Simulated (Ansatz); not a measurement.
Here is an Ansatz 0.2.0 calculation.

input.yaml

```yaml
crystal:
  lattice:
    - [0.0, 2.9305, 2.9305]
    - [2.9305, 0.0, 2.9305]
    - [2.9305, 2.9305, 0.0]
  atoms:
    - { symbol: In, position: [0.0, 0.0, 0.0] }
    - { symbol: P, position: [0.75, 0.75, 0.75] }
hamiltonian:
  xc: pbesol
  pseudopotentials: { kind: paw }
kpoints:
  mp_grid: { grid: [8, 8, 8] }
  band_path:
    path:
      - [[0.0, 0.0, 0.0], [0.5, 0.0, 0.5], [0.5, 0.25, 0.75], [0.375, 0.375, 0.75], [0.0, 0.0, 0.0], [0.5, 0.5, 0.5], [0.625, 0.25, 0.625], [0.5, 0.25, 0.75], [0.5, 0.5, 0.5], [0.375, 0.375, 0.75]]
      - [[0.625, 0.25, 0.625], [0.5, 0.0, 0.5]]
    npoints: 14
scf:
  occupations: { method: fermi_dirac, width: 0.05 }
  n_extra_bands: 6
output:
  forces: true
  stress: true
  eigenvalues: true
  fatbands: false
```

Potentials or basis: Ansatz PAW.

Launch:

```sh
$ ansatz run input.yaml --threads 2 --pin off --max-ram 5632MiB --backend cpu --events-out ev --progress --plain --runs-dir out
```

Task: Predict the band gap along the path.

Result: 0.62 eV, direct.

Task: Predict the pressure.

Result: 0.6 GPa.

Task: Predict the band gap on the k mesh.

Result: 0.62 eV, direct.

Levels at the corners of the path, in eV from the valence-band top:
| point | band 5 | band 6 | band 7 | band 8 | band 9 | band 10 | band 11 | band 12 | band 13 | band 14 |
| --- | --- | --- | --- | --- | --- | --- | --- | --- | --- | --- |
| Γ | -14.01 | -11.55 | 0.00 | 0.00 | 0.00 | 0.62 | 4.01 | 4.01 | 4.01 | 8.36 |
| X | -13.97 | -9.13 | -5.81 | -2.35 | -2.35 | 1.63 | 2.17 | 9.09 | 9.52 | 9.52 |
| W | -13.99 | -9.05 | -5.66 | -3.00 | -2.96 | 4.19 | 4.34 | 5.47 | 6.07 | 10.09 |
| K | -13.98 | -9.14 | -5.67 | -3.36 | -1.97 | 2.25 | 4.32 | 7.42 | 7.44 | 8.15 |
| Γ | -14.01 | -11.55 | 0.00 | 0.00 | 0.00 | 0.62 | 4.01 | 4.01 | 4.01 | 8.36 |
| L | -13.99 | -9.80 | -5.80 | -0.98 | -0.98 | 1.40 | 4.73 | 4.73 | 6.95 | 9.31 |
| U | -13.98 | -9.14 | -5.67 | -3.36 | -1.97 | 2.25 | 4.32 | 7.42 | 7.44 | 8.15 |
| W | -13.99 | -9.05 | -5.66 | -3.00 | -2.96 | 4.19 | 4.34 | 5.47 | 6.07 | 10.09 |
| L | -13.99 | -9.80 | -5.80 | -0.98 | -0.98 | 1.40 | 4.73 | 4.73 | 6.95 | 9.31 |
| K | -13.98 | -9.14 | -5.67 | -3.36 | -1.97 | 2.25 | 4.32 | 7.42 | 7.44 | 8.15 |
| U | -13.98 | -9.14 | -5.67 | -3.36 | -1.97 | 2.25 | 4.32 | 7.42 | 7.44 | 8.15 |
| X | -13.97 | -9.13 | -5.81 | -2.35 | -2.35 | 1.63 | 2.17 | 9.09 | 9.52 | 9.52 |

Caveat: spin-orbit coupling is left out, which moves the levels of the heavy elements; the PAW data sets come from PBE, with cores solved anew for the run's functional, which leaves a small shift of forces and pressure.

**Measured values to compare with.**

From a printed reference work, data compilation, for a bulk crystal of InP at 1.6 K: band gap 1.4236 eV (direct).

Measured gap of InP: 1.4236 eV (direct; 1.6 K; a printed reference work, data compilation). This calculation gives 0.62 eV (-0.81 eV). Spin-orbit coupling on In is left out. The value is that of PBEsol, without temperature or zero-point motion. Semilocal functionals fall short of measured gaps as a rule.
